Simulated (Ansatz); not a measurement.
# Si: the cost of one run

Method: DFT PBEsol, plane waves, PAW, scalar-relativistic, no spin polarisation, in Ansatz 0.2.0.

### Step 1. The structure to begin with

The cell holds 17 atoms (Si17): a = 7.679 Å, b = 7.679 Å, c = 7.679 Å, α = 60.00°, β = 60.00°, γ = 60.00°.

Coordinates:

```
Si
1.0
     0.00000    5.43000    5.43000
     5.43000    0.00000    5.43000
     5.43000    5.43000    0.00000
Si
17
Cartesian
  0.0000 0.0000 0.0000
  1.3575 1.3575 1.3575
  2.7150 2.7150 0.0000
  4.0725 4.0725 1.3575
  2.7150 0.0000 2.7150
  4.0725 1.3575 4.0725
  5.4300 2.7150 2.7150
  6.7875 4.0725 4.0725
  0.0000 2.7150 2.7150
  1.3575 4.0725 4.0725
  2.7150 5.4300 2.7150
  4.0725 6.7875 4.0725
  2.7150 2.7150 5.4300
  4.0725 4.0725 6.7875
  5.4300 5.4300 5.4300
  6.7875 6.7875 6.7875
  4.0841 6.8078 6.7861
```

### Step 2. Relaxing end A

Input file input.yaml:

```yaml
crystal:
  lattice:
    - [0.0, 5.43, 5.43]
    - [5.43, 0.0, 5.43]
    - [5.43, 5.43, 0.0]
  atoms:
    - { symbol: Si, position: [0.0, 0.0, 0.0] }
    - { symbol: Si, position: [0.125, 0.125, 0.125] }
    - { symbol: Si, position: [0.0, 0.0, 0.5] }
    - { symbol: Si, position: [0.125, 0.125, 0.625] }
    - { symbol: Si, position: [0.0, 0.5, 0.0] }
    - { symbol: Si, position: [0.125, 0.625, 0.125] }
    - { symbol: Si, position: [0.0, 0.5, 0.5] }
    - { symbol: Si, position: [0.125, 0.625, 0.625] }
    - { symbol: Si, position: [0.5, 0.0, 0.0] }
    - { symbol: Si, position: [0.625, 0.125, 0.125] }
    - { symbol: Si, position: [0.5, 0.0, 0.5] }
    - { symbol: Si, position: [0.625, 0.125, 0.625] }
    - { symbol: Si, position: [0.5, 0.5, 0.0] }
    - { symbol: Si, position: [0.625, 0.625, 0.125] }
    - { symbol: Si, position: [0.5, 0.5, 0.5] }
    - { symbol: Si, position: [0.625, 0.625, 0.625] }
    - { symbol: Si, position: [0.8756712, 0.3740672, 0.378065] }
basis:
  ecutwfc: 420.0
kpoints:
  mp_grid: { grid: [2, 2, 2] }
hamiltonian:
  xc: pbesol
  pseudopotentials: { kind: paw, azcp: { folder: soft_1 } }
scf:
  occupations: { method: gaussian, width: 0.02 }
  lower_state_search: "off"
relax:
  f_tol: 0.03
  max_steps: 60
  adjacent_minimum: "off"
output:
  write_density: true
  write_potential: true
  elf: true
  volumetric_format: npy
```

Run with:

```sh
$ ansatz run input.yaml --threads 1 --pin off --max-ram 3072MiB --backend cpu --events-out ev --progress --plain --runs-dir out
```

**Question.** How long does this run take on 1 thread of Arm Neoverse V2, shared host, and how much memory does it need?

About 20 s, with a peak of 0.5 GiB.
